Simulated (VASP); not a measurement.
# MoSe2 (P6_3/mmc) in VASP: equation of state

Aim: energy against volume of MoSe2 in PBEsol, for its equilibrium volume and stiffness.

All numbers are computed with VASP 6.6.1; they aren't measurements. Logs are shortened: lines on timing, memory, paths and dates and some standing lists are left out, and cuts for length are marked.

**1. Starting point**

The structure is hexagonal, space group P6_3/mmc (No. 194). Conventional cell: a = 3.288 Å, b = 3.288 Å, c = 12.900 Å, α = 90.00°, β = 90.00°, γ = 120.00°. Mo (site symmetry -6m2) is surrounded by 6 Se at 2.49 Å. Se (site symmetry 3m) has 3 Mo at 2.49 Å as nearest neighbours.

**2. Equation of state, PBEsol, 18.92 Å³/atom (volume scaled by 0.94)**

INCAR reads:

```
SYSTEM = MoSe2
ALGO = Normal
EDIFF = 1E-7
ENCUT = 520
GGA = PS
ISIF = 2
ISMEAR = -1
KPAR = 2
LASPH = .True.
LCHARG = .False.
LREAL = .False.
LWAVE = .False.
NBANDS = 35
NELM = 80
PREC = Accurate
SIGMA = 0.05
```

KPOINTS reads:

```
k-points
0
Gamma
  9 9 2
  0 0 0
```

POSCAR reads:

```
MoSe2
1.0
    3.2208791255      0.0000000000      0.0000000000
   -1.6104395627      2.7893631451      0.0000000000
    0.0000000000      0.0000000000     12.6366608024
Mo Se
2 4
Direct
    0.6666666667      0.3333333333      0.7500000000
    0.3333333333      0.6666666667      0.2500000000
    0.6666666667      0.3333333333      0.3750000000
    0.3333333333      0.6666666667      0.8750000000
    0.6666666667      0.3333333333      0.1250000000
    0.3333333333      0.6666666667      0.6250000000
```

Potentials or basis: VASP PAW PBE potentials, release 64 (Mo_sv, Se).

The run is started by

```
cat potpaw_PBE.64/Mo_sv/POTCAR potpaw_PBE.64/Se/POTCAR > POTCAR
mpirun -np 2 vasp_std > vasp.out
```

OUTCAR:

```text
SYSTEM = MoSe2
   EDIFF = 1E-7
   ENCUT = 520
   GGA = PS
   ISIF = 2
   ISMEAR = -1
   LASPH = .True.
   LREAL = .False.
   NELM = 80
   PREC = Accurate

 Found     24 irreducible k-points:

 Following reciprocal coordinates:
            Coordinates               Weight
  0.000000  0.000000  0.000000      1.000000
  0.111111  0.000000  0.000000      6.000000
  0.222222  0.000000  0.000000      6.000000
  0.333333  0.000000  0.000000      6.000000
  0.444444  0.000000  0.000000      6.000000
  0.111111  0.111111  0.000000      6.000000
   k-points           NKPTS =     24   k-points in BZ     NKDIM =     24   number of bands    NBANDS=     35
   number of dos      NEDOS =    301   number of ions     NIONS =      6
   total plane-waves  NPLWV =  55296
   dimension x,y,z NGX =    24 NGY =   24 NGZ =   96
   dimension x,y,z NGXF=    48 NGYF=   48 NGZF=  192
   ions per type =               2   4
   NGX,Y,Z   is equivalent  to a cutoff of  12.39, 12.39, 12.63 a.u.
   NGXF,Y,Z  is equivalent  to a cutoff of  24.78, 24.78, 25.26 a.u.
 SYSTEM =  MoSe2
   PREC   = accura    normal or accurate (medium, high low for compatibility)
   ISTART =      0    job   : 0-new  1-cont  2-samecut
   ICHARG =      2    charge: 1-file 2-atom 10-const
   ISPIN  =      1    spin polarized calculation?
   LNONCOLLINEAR =      F non collinear calculations
   LSORBIT =      F    spin-orbit coupling
   LASPH  =      T    aspherical Exc in radial PAW
   ENCUT  =  520.0 eV  38.22 Ry    6.18 a.u.   5.99  5.99 23.50*2*pi/ulx,y,z
   NELM   =     80;   NELMIN=  2; NELMDL= -5     # of ELM steps
   EDIFF  = 0.1E-06   stopping-criterion for ELM
   LREAL  =      F    real-space projection
   EDIFFG = 0.1E-05   stopping-criterion for IOM
   NSW    =      0    number of steps for IOM
   IBRION =     -1    ionic relax: 0-MD 1-quasi-New 2-CG
   NFREE  =      0    steps in history (QN), initial steepest desc. (CG)
   ISIF   =      2    stress and relaxation
   ISYM   =      2    0-nonsym 1-usesym 2-fastsym
   POTIM  = 0.5000    time-step for ionic-motion
   TEBEG  =    0.0;   TEEND  =   0.0 temperature during run
   PSTRESS=    0.0 pullay stress
   NELECT =      52.0000    total number of electrons
   NUPDOWN=      -1.0000    fix difference up-down
   EMIN   =  10.00;   EMAX   =-10.00  energy-range for DOS
   EFERMI =   0.00;   METHOD = LEGACY
   ISMEAR =    -1;   SIGMA  =   0.05  broadening in eV -4-tet -1-fermi 0-gaus
   EFERMI_NEDOS =   21; number of points for ismear=-14 and -15
   IALGO  =     38    algorithm
   IMIX   =      4    mixing-type and parameters
     AMIX     =   0.40;   BMIX     =  1.00
     AMIX_MAG =   1.60;   BMIX_MAG =  1.00
  volume/ion in A,a.u.               =      18.92       127.69
  Fermi-wavevector in a.u.,A,eV,Ry     =   1.261940  2.384721 21.667174  1.592492
  Thomas-Fermi vector in A             =   2.395373
   LORBIT       =      0    0 simple, 1 ext, 2 COOP (PROOUT), +10 PAW based schemes
   GGA     = PS    functional components
   LHFCALC =     F    Hartree Fock is set to
   AEXX    =    0.0000 exact exchange contribution
   IVDW    =     0    specifies the selected vdW correction
   LEPSILON=     F    determine dielectric tensor
   LRPA    =     F    only Hartree local field effects (RPA)
 non-spin polarized calculation
  energy-cutoff  :      520.00
  volume of cell :      113.53
 maximum number of plane-waves:      3102
 NGX is ok and might be reduce to    24
   NGX = 11   NGY = 11   NGZ = 47

 number of electron      51.9999999 magnetization

 Free energy of the ion-electron system (eV)
  ---------------------------------------------------
  ext. energy  EPLUGINS =         0.00000000
  ---------------------------------------------------
  free energy    TOTEN  =       -42.79775020 eV

  energy without entropy =      -42.79774033  energy(sigma->0) =      -42.79774526

 E-fermi :   7.6305     XC(G=0): -11.1018

 val. band max:        7.2731959456   @ k =   0.0000   0.0000   0.0000
 cond. band min:       8.1363894378   @ k =   0.3333   0.3333   0.0000
 fundamental gap:      0.8631934922
 Fermi energy:         7.6305188448

 k-point     1 :       0.0000    0.0000    0.0000
  band No.  band energies     occupation
      1     -53.9520      2.00000
      2     -53.9519      2.00000
      3     -28.2334      2.00000
      4     -28.2333      2.00000
      5     -27.9853      2.00000
      6     -27.9853      2.00000
[... 27 lines left out ...]
     34      10.3840      0.00000
     35      12.6301      0.00000

 k-point     2 :       0.1111    0.0000    0.0000
  band No.  band energies     occupation
      1     -53.9478      2.00000
      2     -53.9478      2.00000
      3     -28.2238      2.00000
      4     -28.2237      2.00000
      5     -28.0287      2.00000
      6     -28.0287      2.00000
[... 27 lines left out ...]
     34      10.1962      0.00000
     35      13.5845      0.00000

 k-point     3 :       0.2222    0.0000    0.0000
  band No.  band energies     occupation
      1     -53.9375      2.00000
      2     -53.9375      2.00000
      3     -28.1993      2.00000
      4     -28.1993      2.00000
      5     -28.1371      2.00000
      6     -28.1371      2.00000
[... 27 lines left out ...]
     34      10.8443      0.00000
     35      14.4678      0.00000

 k-point     4 :       0.3333    0.0000    0.0000
  band No.  band energies     occupation
      1     -53.9257      2.00000
      2     -53.9257      2.00000
      3     -28.2580      2.00000
      4     -28.2580      2.00000
      5     -28.1714      2.00000
      6     -28.1714      2.00000
[... 27 lines left out ...]
     34      11.3429      0.00000
     35      13.6353      0.00000

 k-point     5 :       0.4444    0.0000    0.0000
  band No.  band energies     occupation
      1     -53.9179      2.00000
      2     -53.9179      2.00000
      3     -28.3357      2.00000
      4     -28.3357      2.00000
      5     -28.1531      2.00000
      6     -28.1531      2.00000
[... 27 lines left out ...]
     34      11.5710      0.00000
     35      12.2434      0.00000

 k-point     6 :       0.1111    0.1111    0.0000
  band No.  band energies     occupation
      1     -53.9406      2.00000
      2     -53.9406      2.00000
      3     -28.2067      2.00000
      4     -28.2067      2.00000
      5     -28.1007      2.00000
      6     -28.1007      2.00000
[... 27 lines left out ...]
     34      10.8079      0.00000
     35      14.7546      0.00000

 [... further k-points ...]

------------------------ aborting loop because EDIFF is reached ----------------------------------------

  FORCE on cell =-STRESS in cart. coord.  units (eV):
  Direction    XX          YY          ZZ          XY          YZ          ZX
  --------------------------------------------------------------------------------------
  -------------------------------------------------------------------------------------
  Total        7.8905150      7.8905150     13.4415798      0.0000000      0.0000000      0.0000000
  in kB      111.3535630    111.3535630    189.6920298      0.0000000      0.0000000      0.0000000
  external PRESSURE =     137.4663853 kB  Pullay stress =       0.0000000 kB

 VOLUME and BASIS-vectors are now :
 -----------------------------------------------------------------------------
  energy-cutoff  :      520.00
  volume of cell :      113.53
      direct lattice vectors                 reciprocal lattice vectors
     3.220879126  0.000000000  0.000000000     0.310474240  0.179252386  0.000000000
    -1.610439563  2.789363145  0.000000000     0.000000000  0.358504773  0.000000000
     0.000000000  0.000000000 12.636660802     0.000000000  0.000000000  0.079134830

 POSITION                                       TOTAL-FORCE (eV/Angst)
 -----------------------------------------------------------------------------------
      1.61044      0.92979      9.47750        -0.000000      0.000000      0.000000
     -0.00000      1.85958      3.15917         0.000000     -0.000000      0.000000
      1.61044      0.92979      4.73875        -0.000000      0.000000      2.027733
     -0.00000      1.85958     11.05708        -0.000000      0.000000      2.027733
      1.61044      0.92979      1.57958        -0.000000      0.000000     -2.027733
     -0.00000      1.85958      7.89791        -0.000000      0.000000     -2.027733
 -----------------------------------------------------------------------------------
    total drift:                               -0.000000      0.000000     -0.000000

  FREE ENERGIE OF THE ION-ELECTRON SYSTEM (eV)
  ---------------------------------------------------
  free  energy   TOTEN  =       -42.7977501979 eV

  energy  without entropy=      -42.7977403311  energy(sigma->0) =      -42.79774526
```

It took 70 s on 2 MPI ranks of Intel Xeon Platinum 8375C at 2.90GHz (Ice Lake), shared host; peak memory 0.24 GiB.

What came out:

| Item | Value |
| --- | --- |
| Free energy | -42.7978 eV |
| Pressure | 13.7 GPa |
| Largest force | 2.028 eV/Å |
| Band gap on the k mesh | 0.86 eV, indirect (least direct gap 1.49 eV) |

Caveat: the PAW data sets were made with another functional, which shifts forces and pressure a little; an odd mesh through Γ misses points on the zone boundary, where band edges often lie; the cell's inner coordinates are idealised or old, which leaves forces on the atoms; this functional lacks dispersion, which binds the layers, so the pressure and a relaxed spacing across them are unreliable.

**3. Equation of state, PBEsol, 19.32 Å³/atom (volume scaled by 0.96)**

INCAR is that of step 2.

KPOINTS is that of step 2.

Changes to POSCAR since step 2:

```diff
@@ -2,5 +2,5 @@
 1.0
-    3.2208791255      0.0000000000      0.0000000000
-   -1.6104395627      2.7893631451      0.0000000000
-    0.0000000000      0.0000000000     12.6366608024
+    3.2435621202      0.0000000000      0.0000000000
+   -1.6217810601      2.8090071948      0.0000000000
+    0.0000000000      0.0000000000     12.7256543035
 Mo Se
```

Potentials or basis: VASP PAW PBE potentials, release 64 (Mo_sv, Se).

The run is started by

```
cat potpaw_PBE.64/Mo_sv/POTCAR potpaw_PBE.64/Se/POTCAR > POTCAR
mpirun -np 2 vasp_std > vasp.out
```

It took 67 s on 2 MPI ranks of Intel Xeon Platinum 8375C at 2.90GHz (Ice Lake), shared host; peak memory 0.25 GiB.

Results (log left out):

* Free energy: -42.9765 eV
* Pressure: 10.0 GPa
* Largest force: 1.604 eV/Å
* Band gap on the k mesh: 0.87 eV, indirect (least direct gap 1.45 eV)

Caveat: the PAW data sets were made with another functional, which shifts forces and pressure a little; an odd mesh through Γ misses points on the zone boundary, where band edges often lie; the cell's inner coordinates are idealised or old, which leaves forces on the atoms; this functional lacks dispersion, which binds the layers, so the pressure and a relaxed spacing across them are unreliable.

(Continued in part 2 of 2.)
